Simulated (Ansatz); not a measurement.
# Na: pressure up to the limit of the methods

Aim: compress Na (simple hexagonal type) step by step, far beyond the usual range, and follow pressure and electronic structure. The runs shown use LAPW, crystal datasets and norm-conserving. Companion runs by PAW are cited. Its runs: the reference run (LAPW); volume scaled by 1 (crystal datasets and norm-conserving); volume scaled by 0.95 (LAPW and crystal datasets); volume scaled by 0.85 (LAPW, crystal datasets and norm-conserving); volume scaled by 0.75 (LAPW, crystal datasets and norm-conserving); volume scaled by 0.65 (LAPW); volume scaled by 0.55 (LAPW and crystal datasets); volume scaled by 0.45 (LAPW); volume scaled by 0.4 (LAPW, crystal datasets and norm-conserving).

Method: DFT PBE, with the methods named in each step, in Ansatz 0.2.0.

1 further run of the same task is left out (it didn't finish).

**1. The structure to begin with**

It takes space group P6/mmm (No. 191, hexagonal). The conventional cell has a = 3.615 Å, b = 3.615 Å, c = 3.398 Å, α = 90.00°, β = 90.00°, γ = 120.00°. Na (site symmetry 6/mmm) has 8 Na at 3.40 to 3.61 Å as nearest neighbours.

As a file:

```cif
data_structure
_symmetry_space_group_name_H-M 'P6/mmm'
_symmetry_Int_Tables_number 191
_cell_length_a 3.6147
_cell_length_b 3.6147
_cell_length_c 3.3978
_cell_angle_alpha 90.000
_cell_angle_beta 90.000
_cell_angle_gamma 120.000
_cell_volume 38.45
loop_
_atom_site_label
_atom_site_type_symbol
_atom_site_symmetry_multiplicity
_atom_site_Wyckoff_symbol
_atom_site_fract_x
_atom_site_fract_y
_atom_site_fract_z
_atom_site_occupancy
Na1 Na 1 a 0.00000 0.00000 0.00000 1
```

The file gives the conventional cell by its symmetry; the runs use the cell typed in the input.

Whether this phase is the stable one at these pressures isn't tested.

**2. The reference volume, LAPW**

Input file input.yaml:

```yaml
crystal:
  lattice:
    - [3.6146556995, 0.0, 0.0]
    - [-1.8073278498, 3.1303836617, 0.0]
    - [0.0, 0.0, 3.3977763575]
  atoms:
    - { symbol: Na, position: [0.0, 0.0, 0.0] }
kpoints:
  mp_grid: { grid: [13, 13, 12] }
  band_path:
    path:
      - [0.0, 0.0, 0.0]
      - [0.5, 0.0, 0.0]
      - [0.3333333333, 0.3333333333, 0.0]
      - [0.0, 0.0, 0.0]
      - [0.0, 0.0, 0.5]
      - [0.5, 0.0, 0.5]
      - [0.3333333333, 0.3333333333, 0.5]
      - [0.0, 0.0, 0.5]
      - [0.5, 0.0, 0.5]
    npoints: 14
scf:
  occupations: { method: fermi_dirac, width: 0.08 }
hamiltonian:
  xc: pbe
  pseudopotentials: { kind: all_electron, lapw: { basis_error: 0.001 } }
output:
  forces: true
  stress: true
  eigenvalues: true
  populations: true
  dos: { projected: true, de: 0.2, e_range: [-14, 8] }
```

Launch:

```sh
$ ansatz run input.yaml --threads 1 --pin off --max-ram 2048MiB --backend cpu --events-out ev --progress --plain --runs-dir out
```

The program printed (excerpt; [...] marks lines left out):

```text
Na: projections on atomic orbitals take those of the free atom 1s2 2s2 2p6 3s1, of charge +0.00 (hamiltonian.pseudopotentials.projection_atoms)
LAPW: plane waves up to 5.055 Å⁻¹, error target 1.0e-3 eV per atom; small_component_spin mean_spin; Na in spheres of 1.699 Å, 9 of its electrons in bands, Dirac shells []
[...]
Pseudopotentials: kind: all_electron
Pseudopotential: Na, LAPW, valence charge 9, Koelling and Harmon's equation, gaussian nucleus
Functional definition: PBE
[...]
Crystal: 1 atoms, lattice volume = 38.447 Å³
Basis set: ecut = 97.37041093383331 eV, 71 PW (Γ), exchange–correlation at level 2
Bands: 9, of which v1, the nominal top of the filled ones, is band 5 counted from 1 (4 counted from 0)
[...]
SCF converged after 6 iterations
Free energy (F): -4420.013024 eV
[...]
E sigma→0 (E₀):  -4420.007990 eV
Entropy (-TS):   -0.010068 eV (-10.068 meV/atom)
Fermi energy:    1.487867 eV
[...]
--- Forces (eV/Å), atoms counted from 1 ---
  atom   1  Na     0.00000000    -0.00000000     0.00000000
[...]
--- Stress (GPa, compression-positive) ---
        0.022031      -0.000000       0.000000
        0.000000       0.022031       0.000000
        0.000000       0.000000      -0.029613
  P = ⅓ Tr σ = 0.0048 GPa (0.048 kbar)
--- Band table (eV; the first three rows and the last of 147) ---
  k-point 0: bands = ["-51.6695", "-23.5716", "-23.5716", "-23.5716", "-1.7478", "9.9889", "10.9886", "12.2298", "12.2298"]
[...]
--- Löwdin populations: 1 site ---
  site symbol       q [e]
     0     Na     10.9425
  spilling = 0.005229 (of n_electrons = 11.000000)
```

It took 9.9 s on 1 thread of Intel Xeon Platinum 8259CL at 2.50GHz (Skylake/Cascade Lake), shared host; peak memory 0.25 GiB.

In short: pressure 0.00 GPa; no gap.

Levels at the path's labelled points, in eV from the Fermi level:

```csv
point,band 1,band 2,band 3,band 4,band 5,band 6,band 7
Γ,-53.16,-25.06,-25.06,-25.06,-3.24,8.50,9.50
M,-53.16,-25.10,-25.07,-25.06,0.42,0.81,7.77
K,-53.16,-25.09,-25.09,-25.06,1.60,1.60,2.43
Γ,-53.16,-25.06,-25.06,-25.06,-3.24,8.50,9.50
A,-53.16,-25.11,-25.06,-25.06,-0.02,0.10,13.04
L,-53.15,-25.10,-25.09,-25.06,3.37,3.54,3.62
H,-53.15,-25.10,-25.08,-25.08,4.49,4.49,4.74
A,-53.16,-25.11,-25.06,-25.06,-0.02,0.10,13.04
L,-53.15,-25.10,-25.09,-25.06,3.37,3.54,3.62
```

States per cell, counted by energy window (eV from the Fermi level, on a grid of 0.20 eV):

```csv
from,to,total,Na 3s
-4,-3,0.01,0.01
-3,-2,0.19,0.19
-2,-1,0.33,0.32
-1,0,0.43,0.38
0,1,0.53,0.33
1,2,0.56,0.26
2,3,0.66,0.19
3,4,0.77,0.13
4,5,0.71,0.05
```

**3. Volume scaled by 1, crystal datasets**

Input file input.yaml:

```yaml
crystal:
  lattice:
    - [3.6146556995, 0.0, 0.0]
    - [-1.8073278498, 3.1303836617, 0.0]
    - [0.0, 0.0, 3.3977763575]
  atoms:
    - { symbol: Na, position: [0.0, 0.0, 0.0] }
kpoints:
  mp_grid: { grid: [13, 13, 12] }
scf:
  occupations: { method: fermi_dirac, width: 0.08 }
hamiltonian:
  xc: pbe
  pseudopotentials: { kind: all_electron, datasets: crystal }
output:
  forces: true
  stress: true
  eigenvalues: true
```

Launch:

```sh
$ ansatz run input.yaml --threads 1 --pin off --max-ram 2048MiB --backend cpu --events-out ev --progress --plain --runs-dir out
```

The program printed (excerpt; [...] marks lines left out):

```text
[...]
[... 1 set-up line as earlier in the session ...]
Pseudopotential: Na, paw, valence charge 9, recommended cutoff 160 eV (normal), Koelling and Harmon's equation, gaussian nucleus
[... 1 set-up line as earlier in the session ...]
[...]
Crystal: 1 atoms, lattice volume = 38.447 Å³
Basis set: ecut = 160 eV, 187 PW (Γ), exchange–correlation on 30×30×30 points (8 copies of the dense FFT grid, shifted against one another)
[...]
--- Forces (eV/Å), atoms counted from 1 ---
  atom   1  Na     0.00000000    -0.00000000     0.00000000
[...]
--- Stress (GPa, compression-positive) ---
        0.020246       0.000000       0.000000
        0.000000       0.020246       0.000000
        0.000000       0.000000      -0.031199
  P = ⅓ Tr σ = 0.0031 GPa (0.031 kbar)
--- Band table (eV; the first three rows and the last of 147) ---
  k-point 0: bands = ["-51.6698", "-23.5719", "-23.5719", "-23.5719", "-1.7478", "9.9889", "10.9887"]
[...]
```

Run time: 12 s. Hardware: 1 thread of Intel Xeon Platinum 8259CL at 2.50GHz (Skylake/Cascade Lake), shared host; peak memory 0.32 GiB.

This run gives: pressure 0.00 GPa; no gap.

**4. Volume scaled by 1, norm-conserving**

Edit input.yaml of step 3 so:

```diff
@@ -13,3 +13,3 @@
   xc: pbe
-  pseudopotentials: { kind: all_electron, datasets: crystal }
+  pseudopotentials: { kind: nc }
 output:
```

Launch:

```sh
$ ansatz run input.yaml --threads 1 --pin off --max-ram 2048MiB --backend cpu --events-out ev --progress --plain --runs-dir out
```

The program printed (excerpt; [...] marks lines left out):

```text
[...]
Pseudopotentials: kind: nc
Pseudopotential: Na, nc, valence charge 9, recommended cutoff 1197.300995 eV (normal), Na.nc.azcp
[... 1 set-up line as earlier in the session ...]
[...]
Crystal: 1 atoms, lattice volume = 38.447 Å³
Basis set: ecut = 1197.300995 eV, 3589 PW (Γ), exchange–correlation on 90×90×80 points (8 copies of the dense FFT grid, shifted against one another)
[...]
--- Forces (eV/Å), atoms counted from 1 ---
  atom   1  Na     0.00000000     0.00000000     0.00000000
[...]
--- Stress (GPa, compression-positive) ---
        0.022059       0.000000       0.000000
        0.000000       0.022059       0.000000
        0.000000       0.000000      -0.029181
  P = ⅓ Tr σ = 0.0050 GPa (0.050 kbar)
--- Band table (eV; the first three rows and the last of 147) ---
  k-point 0: bands = ["-51.5877", "-23.4982", "-23.4977", "-23.4977", "-1.6644", "10.0728", "11.0729", "12.3136", "12.3136"]
[...]
```

Run time: 13 s. Hardware: 1 thread of Intel Xeon Platinum 8259CL at 2.50GHz (Skylake/Cascade Lake), shared host; peak memory 0.44 GiB.

Result: pressure 0.00 GPa; no gap.

**5. Volume scaled by 0.95, LAPW**

Input file input.yaml:

```yaml
crystal:
  lattice:
    - [3.5579769829, 0.0, 0.0]
    - [-1.7789884914, 3.0812984533, 0.0]
    - [0.0, 0.0, 3.3315474253]
  atoms:
    - { symbol: Na, position: [0.0, 0.0, 0.0] }
kpoints:
  mp_grid: { grid: [13, 13, 12] }
scf:
  occupations: { method: fermi_dirac, width: 0.08 }
hamiltonian:
  xc: pbe
  pseudopotentials: { kind: all_electron, lapw: { basis_error: 0.001 } }
output:
  forces: true
  stress: true
  eigenvalues: true
  populations: true
```

Launch:

```sh
$ ansatz run input.yaml --threads 1 --pin off --max-ram 2048MiB --backend cpu --events-out ev --progress --plain --runs-dir out
```

The program printed (excerpt; [...] marks lines left out):

```text
Na: projections on atomic orbitals take those of the free atom 1s2 2s2 2p6 3s1, of charge +0.00 (hamiltonian.pseudopotentials.projection_atoms)
LAPW: plane waves up to 5.202 Å⁻¹, error target 1.0e-3 eV per atom; small_component_spin mean_spin; Na in spheres of 1.666 Å, 9 of its electrons in bands, Dirac shells []
[...]
[... 1 set-up line as earlier in the session ...]
[...]
        0.389690      -0.000000       0.000000
       -0.000000       0.389690       0.000000
        0.000000       0.000000       0.389053
  P = ⅓ Tr σ = 0.3895 GPa (3.895 kbar)
--- Band table (eV; the first three rows and the last of 147) ---
  k-point 0: bands = ["-51.4303", "-23.3298", "-23.3298", "-23.3288", "-1.6432", "10.4710", "11.6114", "12.7102", "12.7102"]
[...]
--- Löwdin populations: 1 site ---
  site symbol       q [e]
     0     Na     10.9424
  spilling = 0.005237 (of n_electrons = 11.000000)
```

It took 6 s on 1 thread of Intel Xeon Platinum 8259CL at 2.50GHz (Skylake/Cascade Lake), shared host; peak memory 0.25 GiB.

This run gives: pressure 0.39 GPa; no gap.

**6. Volume scaled by 0.95, crystal datasets**

Edit input.yaml of step 5 so:

```diff
@@ -13,3 +13,3 @@
   xc: pbe
-  pseudopotentials: { kind: all_electron, lapw: { basis_error: 0.001 } }
+  pseudopotentials: { kind: all_electron, datasets: crystal }
 output:
@@ -18,2 +18 @@
   eigenvalues: true
-  populations: true
```

Launch:

```sh
$ ansatz run input.yaml --threads 1 --pin off --max-ram 2048MiB --backend cpu --events-out ev --progress --plain --runs-dir out
```

The program printed (excerpt; [...] marks lines left out):

```text
[...]
[... 3 set-up lines as earlier in the session ...]
[...]
Crystal: 1 atoms, lattice volume = 36.524 Å³
Basis set: ecut = 160 eV, 163 PW (Γ), exchange–correlation on 30×30×30 points (8 copies of the dense FFT grid, shifted against one another)
[...]
--- Forces (eV/Å), atoms counted from 1 ---
  atom   1  Na     0.00000000     0.00000000     0.00000000
[...]
--- Stress (GPa, compression-positive) ---
        0.388061      -0.000000       0.000000
       -0.000000       0.388061       0.000000
        0.000000       0.000000       0.387741
  P = ⅓ Tr σ = 0.3880 GPa (3.880 kbar)
--- Band table (eV; the first three rows and the last of 147) ---
  k-point 0: bands = ["-51.4306", "-23.3301", "-23.3301", "-23.3290", "-1.6431", "10.4711", "11.6115"]
[...]
```

Wall time 8.3 s (1 thread of Intel Xeon Platinum 8259CL at 2.50GHz (Skylake/Cascade Lake), shared host); peak memory 0.32 GiB.

This run gives: pressure 0.39 GPa; no gap.

**7. Volume scaled by 0.85, LAPW**

Input file input.yaml:

```yaml
crystal:
  lattice:
    - [3.4317844388, 0.0, 0.0]
    - [-1.7158922194, 2.9720125043, 0.0]
    - [0.0, 0.0, 3.2041112555]
  atoms:
    - { symbol: Na, position: [0.0, 0.0, 0.0] }
kpoints:
  mp_grid: { grid: [13, 13, 12] }
scf:
  occupations: { method: fermi_dirac, width: 0.08 }
hamiltonian:
  xc: pbe
  pseudopotentials: { kind: all_electron, lapw: { basis_error: 0.001 } }
output:
  forces: true
  stress: true
  eigenvalues: true
  populations: true
```

Launch:

```sh
$ ansatz run input.yaml --threads 1 --pin off --max-ram 2048MiB --backend cpu --events-out ev --progress --plain --runs-dir out
```

The program printed (excerpt; [...] marks lines left out):

```text
Na: projections on atomic orbitals take those of the free atom 1s2 2s2 2p6 3s1, of charge +0.00 (hamiltonian.pseudopotentials.projection_atoms)
LAPW: plane waves up to 5.498 Å⁻¹, error target 1.0e-3 eV per atom; small_component_spin mean_spin; Na in spheres of 1.602 Å, 9 of its electrons in bands, Dirac shells []
[...]
[... 1 set-up line as earlier in the session ...]
[...]
        1.507498       0.000000       0.000000
       -0.000000       1.507498       0.000000
        0.000000       0.000000       1.506832
  P = ⅓ Tr σ = 1.5073 GPa (15.073 kbar)
--- Band table (eV; the first three rows and the last of 147) ---
  k-point 0: bands = ["-50.8844", "-22.7762", "-22.7762", "-22.7723", "-1.3862", "11.5230", "12.9531", "13.8612", "13.8612"]
[...]
--- Löwdin populations: 1 site ---
  site symbol       q [e]
     0     Na     10.9425
  spilling = 0.005231 (of n_electrons = 11.000000)
```

Wall time 8.5 s (1 thread of Intel Xeon Platinum 8259CL at 2.50GHz (Skylake/Cascade Lake), shared host); peak memory 0.26 GiB.

In short: pressure 1.51 GPa; no gap.

**8. Volume scaled by 0.85, crystal datasets**

Edit input.yaml of step 7 so:

```diff
@@ -13,3 +13,3 @@
   xc: pbe
-  pseudopotentials: { kind: all_electron, lapw: { basis_error: 0.001 } }
+  pseudopotentials: { kind: all_electron, datasets: crystal }
 output:
@@ -18,2 +18 @@
   eigenvalues: true
-  populations: true
```

Launch:

```sh
$ ansatz run input.yaml --threads 1 --pin off --max-ram 2048MiB --backend cpu --events-out ev --progress --plain --runs-dir out
```

The program printed (excerpt; [...] marks lines left out):

```text
[...]
[... 3 set-up lines as earlier in the session ...]
[...]
Crystal: 1 atoms, lattice volume = 32.680 Å³
Basis set: ecut = 160 eV, 151 PW (Γ), exchange–correlation on 30×30×30 points (8 copies of the dense FFT grid, shifted against one another)
[...]
--- Forces (eV/Å), atoms counted from 1 ---
  atom   1  Na    -0.00000000     0.00000000     0.00000000
[...]
--- Stress (GPa, compression-positive) ---
        1.505836       0.000000       0.000000
        0.000000       1.505836       0.000000
        0.000000       0.000000       1.505999
  P = ⅓ Tr σ = 1.5059 GPa (15.059 kbar)
--- Band table (eV; the first three rows and the last of 147) ---
  k-point 0: bands = ["-50.8846", "-22.7765", "-22.7765", "-22.7725", "-1.3861", "11.5231", "12.9532"]
[...]
```

Run time: 7 s. Hardware: 1 thread of Intel Xeon Platinum 8259CL at 2.50GHz (Skylake/Cascade Lake), shared host; peak memory 0.32 GiB.

This run gives: pressure 1.51 GPa; no gap.

**9. Volume scaled by 0.85, norm-conserving**

Edit input.yaml of step 8 so:

```diff
@@ -13,3 +13,3 @@
   xc: pbe
-  pseudopotentials: { kind: all_electron, datasets: crystal }
+  pseudopotentials: { kind: nc }
 output:
```

Launch:

```sh
$ ansatz run input.yaml --threads 1 --pin off --max-ram 2048MiB --backend cpu --events-out ev --progress --plain --runs-dir out
```

The program printed (excerpt; [...] marks lines left out):

```text
[...]
[... 3 set-up lines as earlier in the session ...]
[...]
Crystal: 1 atoms, lattice volume = 32.680 Å³
Basis set: ecut = 1197.300995 eV, 3055 PW (Γ), exchange–correlation on 80×80×80 points (8 copies of the dense FFT grid, shifted against one another)
[...]
--- Forces (eV/Å), atoms counted from 1 ---
  atom   1  Na    -0.00000000    -0.00000000     0.00000000
[...]
--- Stress (GPa, compression-positive) ---
        1.507704       0.000000       0.000000
        0.000000       1.507704       0.000000
        0.000000       0.000000       1.507822
  P = ⅓ Tr σ = 1.5077 GPa (15.077 kbar)
--- Band table (eV; the first three rows and the last of 147) ---
  k-point 0: bands = ["-50.7858", "-22.6885", "-22.6885", "-22.6851", "-1.2882", "11.6216", "13.0520", "13.9597", "13.9597"]
[...]
```

Run time: 10 s. Hardware: 1 thread of Intel Xeon Platinum 8259CL at 2.50GHz (Skylake/Cascade Lake), shared host; peak memory 0.41 GiB.

Result: pressure 1.51 GPa; no gap.

**10. Volume scaled by 0.75, LAPW**

Input file input.yaml:

```yaml
crystal:
  lattice:
    - [3.2940078011, 0.0, 0.0]
    - [-1.6470039006, 2.852694436, 0.0]
    - [0.0, 0.0, 3.0686028198]
  atoms:
    - { symbol: Na, position: [0.0, 0.0, 0.0] }
kpoints:
  mp_grid: { grid: [13, 13, 12] }
scf:
  occupations: { method: fermi_dirac, width: 0.08 }
hamiltonian:
  xc: pbe
  pseudopotentials: { kind: all_electron, lapw: { basis_error: 0.001 } }
output:
  forces: true
  stress: true
  eigenvalues: true
  populations: true
```

Launch:

```sh
$ ansatz run input.yaml --threads 1 --pin off --max-ram 2048MiB --backend cpu --events-out ev --progress --plain --runs-dir out
```

The program printed (excerpt; [...] marks lines left out):

```text
Na: projections on atomic orbitals take those of the free atom 1s2 2s2 2p6 3s1, of charge +0.00 (hamiltonian.pseudopotentials.projection_atoms)
LAPW: plane waves up to 5.837 Å⁻¹, error target 1.0e-3 eV per atom; small_component_spin mean_spin; Na in spheres of 1.534 Å, 9 of its electrons in bands, Dirac shells []
[...]
[... 1 set-up line as earlier in the session ...]
[...]
        3.362904      -0.000000      -0.000000
       -0.000000       3.362904      -0.000000
       -0.000000      -0.000000       3.361652
  P = ⅓ Tr σ = 3.3625 GPa (33.625 kbar)
--- Band table (eV; the first three rows and the last of 147) ---
  k-point 0: bands = ["-50.2243", "-22.1028", "-22.1028", "-22.0944", "-1.0411", "12.8004", "14.5971", "15.2769", "15.2769"]
[...]
--- Löwdin populations: 1 site ---
  site symbol       q [e]
     0     Na     10.9428
  spilling = 0.005199 (of n_electrons = 11.000000)
```

Wall time 6.4 s (1 thread of Intel Xeon Platinum 8259CL at 2.50GHz (Skylake/Cascade Lake), shared host); peak memory 0.26 GiB.

Result: pressure 3.36 GPa; no gap.

**11. Volume scaled by 0.75, crystal datasets**

Edit input.yaml of step 10 so:

```diff
@@ -13,3 +13,3 @@
   xc: pbe
-  pseudopotentials: { kind: all_electron, lapw: { basis_error: 0.001 } }
+  pseudopotentials: { kind: all_electron, datasets: crystal }
 output:
@@ -18,2 +18 @@
   eigenvalues: true
-  populations: true
```

Launch:

```sh
$ ansatz run input.yaml --threads 1 --pin off --max-ram 2048MiB --backend cpu --events-out ev --progress --plain --runs-dir out
```

The program printed (excerpt; [...] marks lines left out):

```text
[...]
[... 3 set-up lines as earlier in the session ...]
[...]
Crystal: 1 atoms, lattice volume = 28.835 Å³
Basis set: ecut = 160 eV, 133 PW (Γ), exchange–correlation on 30×30×30 points (8 copies of the dense FFT grid, shifted against one another)
[...]
--- Forces (eV/Å), atoms counted from 1 ---
  atom   1  Na     0.00000000     0.00000000     0.00000000
[...]
--- Stress (GPa, compression-positive) ---
        3.361198      -0.000000      -0.000000
       -0.000000       3.361198      -0.000000
       -0.000000      -0.000000       3.360330
  P = ⅓ Tr σ = 3.3609 GPa (33.609 kbar)
--- Band table (eV; the first three rows and the last of 147) ---
  k-point 0: bands = ["-50.2246", "-22.1031", "-22.1031", "-22.0947", "-1.0411", "12.8005", "14.5971"]
[...]
```

Run time: 8.1 s. Hardware: 1 thread of Intel Xeon Platinum 8259CL at 2.50GHz (Skylake/Cascade Lake), shared host; peak memory 0.32 GiB.

Read from it: pressure 3.36 GPa; no gap.

**12. Volume scaled by 0.75, norm-conserving**

Edit input.yaml of step 11 so:

```diff
@@ -13,3 +13,3 @@
   xc: pbe
-  pseudopotentials: { kind: all_electron, datasets: crystal }
+  pseudopotentials: { kind: nc }
 output:
```

Launch:

```sh
$ ansatz run input.yaml --threads 1 --pin off --max-ram 2048MiB --backend cpu --events-out ev --progress --plain --runs-dir out
```

The program printed (excerpt; [...] marks lines left out):

```text
[...]
[... 3 set-up lines as earlier in the session ...]
[...]
Crystal: 1 atoms, lattice volume = 28.835 Å³
Basis set: ecut = 1197.300995 eV, 2765 PW (Γ), exchange–correlation on 80×80×72 points (8 copies of the dense FFT grid, shifted against one another)
[...]
--- Forces (eV/Å), atoms counted from 1 ---
  atom   1  Na     0.00000000     0.00000000     0.00000000
[...]
--- Stress (GPa, compression-positive) ---
        3.362672      -0.000000      -0.000000
       -0.000000       3.362672      -0.000000
       -0.000000      -0.000000       3.361919
  P = ⅓ Tr σ = 3.3624 GPa (33.624 kbar)
--- Band table (eV; the first three rows and the last of 147) ---
  k-point 0: bands = ["-50.1107", "-22.0030", "-22.0030", "-21.9952", "-0.9302", "12.9119", "14.7089", "15.3886", "15.3886"]
[...]
```

Run time: 10 s. Hardware: 1 thread of Intel Xeon Platinum 8259CL at 2.50GHz (Skylake/Cascade Lake), shared host; peak memory 0.39 GiB.

Read from it: pressure 3.36 GPa; no gap.

[end of part 1 of 2]
